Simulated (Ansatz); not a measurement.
# AgI (Iodargyrite): from bands to localised orbitals

Aim: build maximally localised Wannier functions for AgI (Iodargyrite) from several sets of trial orbitals, and check spreads and centres, and how well the models interpolate the bands. The runs, in order: PBE, anion s p, 6×6×2; PBE, anion s p, 6×6×4; PBE, anion p, 6×6×2; PBE, metal d and anion p, 6×6×2; PBE, metal d, 6×6×2; r2SCAN, anion s p, 6×6×2; r2SCAN, metal d and anion p, 6×6×2; HSE06, anion s p, 6×6×2; HSE06, anion p, 6×6×2 (level, trial orbitals, Wannier mesh).

Method: plane waves, PAW, in Ansatz 0.2.0.

2 further runs of the same task are left out: 2 that didn't finish.

### 1 The starting structure

It takes space group P6_3mc (No. 186, hexagonal). Conventional cell: a = 4.651 Å, b = 4.651 Å, c = 7.600 Å, α = 90.00°, β = 90.00°, γ = 120.00°. Ag (site symmetry 3m) is surrounded by 4 I at 2.85 Å. I (site symmetry 3m) is surrounded by 4 Ag at 2.85 Å.

Structure file:

```cif
data_structure
_symmetry_space_group_name_H-M 'P 1'
_symmetry_Int_Tables_number 1
_cell_length_a 4.6507
_cell_length_b 4.6507
_cell_length_c 7.5997
_cell_angle_alpha 90.000
_cell_angle_beta 90.000
_cell_angle_gamma 120.000
_cell_volume 142.35
loop_
_atom_site_label
_atom_site_type_symbol
_atom_site_fract_x
_atom_site_fract_y
_atom_site_fract_z
_atom_site_occupancy
Ag1 Ag 0.66667 0.33333 0.62752 1
Ag2 Ag 0.33333 0.66667 0.12752 1
I1 I 0.66667 0.33333 0.00248 1
I2 I 0.33333 0.66667 0.50248 1
```

The cell was relaxed beforehand with r2SCAN; those runs aren't shown. No run includes spin-orbit coupling, which matters for I.

### 2 PBE, anion s p, 6×6×2

input.yaml

```yaml
crystal:
  lattice:
    - [4.6507421514, 0.0, 0.0]
    - [-2.3253710757, 4.0276608495, 0.0]
    - [0.0, 0.0, 7.5997163705]
  atoms:
    - { symbol: Ag, position: [0.6666666667, 0.3333333333, 0.6275238183] }
    - { symbol: Ag, position: [0.3333333333, 0.6666666667, 0.1275238183] }
    - { symbol: I, position: [0.6666666667, 0.3333333333, 0.0024761817] }
    - { symbol: I, position: [0.3333333333, 0.6666666667, 0.5024761817] }
kpoints:
  mp_grid: { grid: [6, 6, 4] }
  band_path:
    path:
      - [[0.0, 0.0, 0.0], [0.5, -4.804239847393e-17, -1.457679918096e-18], [0.3333333333333, 0.3333333333333, -9.71786612064e-19], [0.0, 0.0, 0.0], [1.236500627305e-35, 4.437492525507e-36, 0.5], [0.5, -4.790598926137e-17, 0.5], [0.3333333333333, 0.3333333333333, 0.5], [1.236500627305e-35, 4.437492525507e-36, 0.5]]
      - [[0.5, -4.790598926137e-17, 0.5], [0.5, -4.804239847393e-17, -1.457679918096e-18]]
      - [[0.3333333333333, 0.3333333333333, 0.5], [0.3333333333333, 0.3333333333333, -9.71786612064e-19]]
    npoints: 10
hamiltonian:
  xc: pbe
scf:
  occupations: { method: fixed }
  n_extra_bands: 6
output:
  forces: false
  stress: false
  eigenvalues: true
  wannier:
    kmesh: [6, 6, 2]
    projections: [{ species: I, l: s, shell: 5 }, { species: I, l: p, shell: 5 }]
    minimise: true
    write_hr: true
    conv_tol: 1.0e-08
    max_iter: 3000
```

The run is started by

```bash
> ansatz run input.yaml --threads 4 --pin off --max-ram 3686MiB --backend cpu --events-out ev --progress --plain --runs-dir out
```

Further steps of the session: PBE, anion s p, 6×6×4; PBE, anion p, 6×6×2; PBE, metal d and anion p, 6×6×2; PBE, metal d, 6×6×2; r2SCAN, anion s p, 6×6×2; r2SCAN, metal d and anion p, 6×6×2; HSE06, anion s p, 6×6×2; HSE06, anion p, 6×6×2.

Before running them: what should the planned runs give, taken together? Wanted: total spread, PBE, anion s p, 6×6×2; total spread, PBE, anion s p, 6×6×4; total spread, PBE, anion p, 6×6×2; total spread, PBE, metal d and anion p, 6×6×2; total spread, PBE, metal d, 6×6×2; total spread, r2SCAN, anion s p, 6×6×2; total spread, r2SCAN, metal d and anion p, 6×6×2; total spread, HSE06, anion s p, 6×6×2; total spread, HSE06, anion p, 6×6×2.

As calculated:

| quantity | value |
| --- | --- |
| total spread, PBE, anion s p, 6×6×2 | 26.48 Å² over 8 functions |
| total spread, PBE, anion s p, 6×6×4 | 28.99 Å² over 8 functions |
| total spread, PBE, anion p, 6×6×2 | 27.47 Å² over 6 functions |
| total spread, PBE, metal d and anion p, 6×6×2 | 22.56 Å² over 16 functions |
| total spread, PBE, metal d, 6×6×2 | 18.39 Å² over 10 functions |
| total spread, r2SCAN, anion s p, 6×6×2 | 25.80 Å² over 8 functions |
| total spread, r2SCAN, metal d and anion p, 6×6×2 | 22.01 Å² over 16 functions |
| total spread, HSE06, anion s p, 6×6×2 | 23.93 Å² over 8 functions |
| total spread, HSE06, anion p, 6×6×2 | 24.31 Å² over 6 functions |
| centres of the first set | 0.71 to 0.76 Å from the nearest atom |

In words: With PBE, anion s p, 6×6×2 the 8 functions move off the atoms, with a mean spread of 3.31 Å²; 95 % of the total is gauge invariant. On one set and mesh the functional gives 26.48 (PBE), 25.80 (r2SCAN), 23.93 (HSE06) Å².
